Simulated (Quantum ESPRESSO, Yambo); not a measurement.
# CdS (Hawleyite): G0W0 on several meshes in Yambo, part 2 of 2

Wanted: mesh dependence and cost of G0W0 for CdS (Hawleyite).

Quantum ESPRESSO 7.5 and Yambo 5.3.0; PBE and many-body steps on it, plane waves. Known limits of the many-body steps: not at the basis limit; no spin-orbit coupling; coarse k mesh.

So far. Step 4 (4×4×4): The gap on the mesh goes from 1.14 eV to 2.14 eV, a correction of +0.99 eV. Step 5 (Empty states on the mesh, 2×2×2 mesh, 142 bands): On this mesh the gap is 1.145 eV.

**6. Conversion and set-up**

This step: Yambo 5.3.0; conversion and set-up on PBE, plane waves, norm-conserving pseudopotentials.

The run is started by

```bash
$ (cd o/x.save; p2y > p2y.log; mv SAVE ../..); yambo > setup.log
```

Output:

```text
 Yambo, version 5.3.0

 [02] CORE Variables Setup
 =========================

  [02.01] Unit cells
  ==================

  Cell kind             :  FCC
  Atoms in the cell     :  Cd  S
  number of Cd atoms    :  1
  number of S  atoms    :  1

  List of atomic masses
  Mass of Cd    :  112.4100
  Mass of S     :  32.06000

  List of atomic coordinates    : [cc]
  Cd1       :  0.000000  0.000000  0.000000  order 1
  S1       :  2.755693  2.755693  2.755693  order 2

  Alat factors          :  5.511386  5.511386  5.511386 [a.u.]
  Direct lattice volume :  334.8209 [a.u.]
[...]
0.000000  0.000000  0.000000  0.000000  0.000000  0.000000  0.000000  0.000000

 [03] Transferred momenta grid and indexing
 ==========================================

 IBZ Q-points                                      :  3
 BZ  Q-points                                      :   8

 K/Q-points units:
 rlu = crystal or reduced units; cc = cartesian coordinates; iku = interal k-units

 Q [1]          [rlu]:  0.000000  0.000000  0.000000
 Q [2]          [rlu]:  0.81362E-17  0.81362E-17 -0.50000
 Q [3]          [rlu]:  0.12428E-16 -0.50000     -0.50000

  [03.01] X indexes
  =================

   [03.01.01] Sigma indexes
   ========================

 [06] Game Over & Game summary
```

Elapsed: 2.7 s, on 1 MPI rank of Arm Neoverse V1, shared host; peak memory 0.25 GiB.

**7. 2×2×2**

This step: G0W0 on PBE, plane waves, norm-conserving pseudopotentials.

Input file gw11.in:

```
HF_and_locXC
gw0
dyson
ppa
em1d
rim_cut
RandQpts= 1000000
RandGvec= 1 RL
EXXRLvcs= 94 Ry
VXCRLvcs= 376 Ry
Chimod= "HARTREE"
% BndsRnXp
 1 | 142 |
%
NGsBlkXp= 10.5 Ry
% LongDrXp
 1 | 1 | 1 |
%
% GbndRnge
 1 | 142 |
%
DysSolver= "n"
ExtendOut
PPAPntXp= 27.21138 eV
% QPkrange
 1 | 1 | 12 | 15 |
%
```

The run is started by

```bash
$ OMP_NUM_THREADS=1 mpirun -n 4 yambo -F gw11.in -J gw11 -C gw11 > gw11.log
```

Output:

```text
 Yambo, version 5.3.0

 [02] CORE Variables Setup
 =========================

  [... cell, symmetries and grids as in the set-up ...]

  [02.05] Energies & Occupations
  ==============================

  [X] === General ===
  [X] Electronic Temperature                        :  0.000000  0.000000 [eV K]
  [X] Bosonic    Temperature                        :  0.000000  0.000000 [eV K]
  [X] Finite Temperature mode                       : no
  [X] El. density                                   :  0.52403E+24 [cm-3]
  [X] Fermi Level                                   :  6.982057 [eV]

  [X] === Gaps and Widths ===
  [X] Conduction Band Min                           :  1.144724 [eV]
  [X] Valence Band Max                              :  0.000000 [eV]
  [X] Filled Bands                                  :  13
  [X] Empty Bands                                   :   14  142
  [X] Direct Gap                                    :  1.144724 [eV]
  [X] Direct Gap localized at k                     :  1
  [X] Indirect Gap                                  :  1.144724 [eV]
  [X] Indirect Gap between kpts                     :  1  1
  [X] Last valence band width                       :  1.875028 [eV]
  [X] 1st conduction band width                     :  2.413741 [eV]

 [03] Transferred momenta grid and indexing
 ==========================================

 IBZ Q-points                                      :  3
 BZ  Q-points                                      :   8

 K/Q-points units:
 rlu = crystal or reduced units; cc = cartesian coordinates; iku = interal k-units

 Q [1]          [rlu]:  0.000000  0.000000  0.000000
 Q [2]          [rlu]:  0.81362E-17  0.81362E-17 -0.50000
 Q [3]          [rlu]:  0.12428E-16 -0.50000     -0.50000

 [04] Coloumb potential Random Integration (RIM)
[...]
================================================

 [VXC] Plane waves :   41151
 [EXS] Plane waves :   5161

 QP @ state[ 1 ] K range:  1  1
 QP @ state[ 1 ] b range:  12  15

 [xc] Functional : Perdew, Burke & Ernzerhof(X)+Perdew, Burke & Ernzerhof(C)
 [xc] LIBXC used to calculate xc functional
  PP Number of Atomic Species                      :  2
  NLCC RL compoments                               :   41151
  PP Number of Atomic Species                      :  2
  NLCC RL compoments                               :   41151

 [xc] E_xc :  -17.63216 [Ha]
      E_xc :  -35.26431 [Ry]

  Local XC kind (lXC) : Perdew, Burke & Ernzerhof(X)+Perdew, Burke & Ernzerhof(C)
  Non-Local XC kind (nlXC) : Hartree-Fock

  Corrections @ K [1] :  [eV]
 <12|nlXC|12> = -18.72227 -0.49886E-17 <12|lXC|12> = -15.48650  0.72085E-19
 <13|nlXC|13> = -18.72227  0.11889E-16 <13|lXC|13> = -15.48650 -0.94434E-16
 <14|nlXC|14> = -5.819819  0.16888E-17 <14|lXC|14> = -10.50748  0.86754E-20
 <15|nlXC|15> = -5.499933  0.15539E-17 <15|lXC|15> = -10.56913 -0.95091E-21

 [08] Dyson equation: Newton solver
 ==================================

  [08.01] G0W0 (W PPA)
  ====================

  [  GW  ] Bands range     :    1  142
  [GW/PPA] G damping       :  0.100000 [eV]

  QP @ state[ 1 ] K range:  1  1
  QP @ state[ 1 ] b range:  12  15

   Sc/G bands                                       :    1  142
   Sc/G damping                                     :  0.100000 ev
   Sc bands terminator                              : no
   Sx RL components                                 :   5161

   QP @ state[ 1 ] K range                          :  1  1
   QP @ state[ 1 ] b range                          :  12  15
   GF energies kind                                 : Perdew, Burke & Ernzerhof(X)+Perdew, Burke & Ernzerhof(C)
   GF WF`s kind                                     : Perdew, Burke & Ernzerhof(X)+Perdew, Burke & Ernzerhof(C)
   Xs energies kind                                 : Perdew, Burke & Ernzerhof(X)+Perdew, Burke & Ernzerhof(C)
   Xs WF`s kind                                     : Perdew, Burke & Ernzerhof(X)+Perdew, Burke & Ernzerhof(C)

 [11] Game Over & Game summary
```

It took 8.2 s on 4 MPI ranks; peak memory 1.4 GiB.

Numbers from this step:

| Item | Value |
| --- | --- |
| G0W0 gap on the points computed | 1.937 eV |
| starting gap on the mesh | 1.145 eV |
| k of the valence top | 0, 0, 0 |
| k of the conduction bottom | 0, 0, 0 |
| least direct G0W0 gap on the computed points | 1.937 eV |
| Z at the valence top | 0.7835 |
| Z at the conduction bottom | 0.8099 |

Against G0W0 in Yambo (4×4×4 mesh, 142 bands, screening to 142.9 eV, Godby-Needs plasmon pole), the gap moves by −0.199 eV.

**8. The runs together**

Times are wall times on 4 MPI ranks of Arm Neoverse V1, shared host, good to a factor of about two.

```
  run   mesh  bands  screening cutoff (eV)  DFT gap (eV)  gap on the mesh (eV)  direct (eV)   time
4×4×4  4×4×4    142                  142.9         1.145                 2.136        2.136   76 s
2×2×2  2×2×2    142                  142.9         1.145                 1.937        1.937  8.2 s
```

**9. Outcome**

- 4×4×4: 2.136 eV
- 2×2×2: 1.937 eV
- known limits: not at the basis limit; no spin-orbit coupling; coarse k mesh

**Reading.** 2×2×2: −0.199 eV against 4×4×4. Bands and cutoff are finite, so the gap is not at the basis limit. The miss can reach some tenths of an eV and take either sign; the mesh is an error of its own. In the G0W0 runs levels were corrected at 1 k point alone, so a gap called «on the mesh» is the least over those, and an edge elsewhere would be missed. The 4×4×4 mesh is coarse for this cell, which bears on the long-range parts of exchange and screening. Mesh or cutoff lie under what a gap needs, so these runs test behaviour and cost; their gaps are not to be quoted. The many-body steps are scalar-relativistic: spin-orbit coupling is not in them.

[Paths, hosts, dates, memory and timing lines, banners, echoed tables and standing remarks are left out of the program output.]

[Logs are printed without paths, hosts, clocks, repeated set-up lines and the standing remarks that a program may print on its own settings, such as how far it seeks lower states.]

[Runs of the session that timed out or met a known fault of the program may be left out.]

[Hosts, paths, dates, database ids (printed as entryN), source tags and the programs' standing remarks are cut or masked in the printed files.]
